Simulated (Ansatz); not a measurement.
A strain series on BN (zincblende): xy shear, engineering strain (angle)

BN (zincblende), relaxed with r2SCAN in Ansatz, then strained (xy shear, engineering strain (angle); angles, axes as in the cell below) with the atoms relaxed again within the symmetry that is left. The symmetry is F-43m (No. 216, cubic); a = 3.610 Å in the conventional setting, 5.88 Å³ an atom. B is surrounded by 4 N at 1.56 Å; N is surrounded by 4 B at 1.56 Å. The values are computed, spin-unpolarised, and not measurements.

```
B N
1.0
     0.00000    1.80483    1.80483
     1.80483    0.00000    1.80483
     1.80483    1.80483    0.00000
B N
1 1
Direct
  0.00000 0.00000 0.00000
  0.25000 0.25000 0.25000
```

Gaps are the least over each mesh (PBE 12×12×12, r2SCAN 12×12×12, HSE06 8×8×8 when unstrained) and the special points, which keep their unstrained names; stress is the change from the unstrained cell, compression positive.

```csv
strain (%),"gap, PBE (eV)","gap, r2SCAN (eV)","gap, HSE06 (eV)","edges, HSE06","xy stress, r2SCAN (GPa)","energy rise, r2SCAN (meV/atom)"
-4.25,4.263,4.780,5.594,Γ → X,+19.91,15.5
-4.07,4.276,4.794,5.607,Γ → X,+19.06,14.2
-2.0,4.405,4.928,5.729,Γ → X,+9.35,3.4
0.0,4.477,5.003,5.794,Γ → X,0.00,0.0
+0.89,4.453,4.979,5.774,Γ → X,-4.16,0.7
+2.43,4.381,4.905,5.707,Γ → X,-11.37,5.1
```

The meshes of the hybrids are coarse, so their gaps aren't converged to the digits shown.
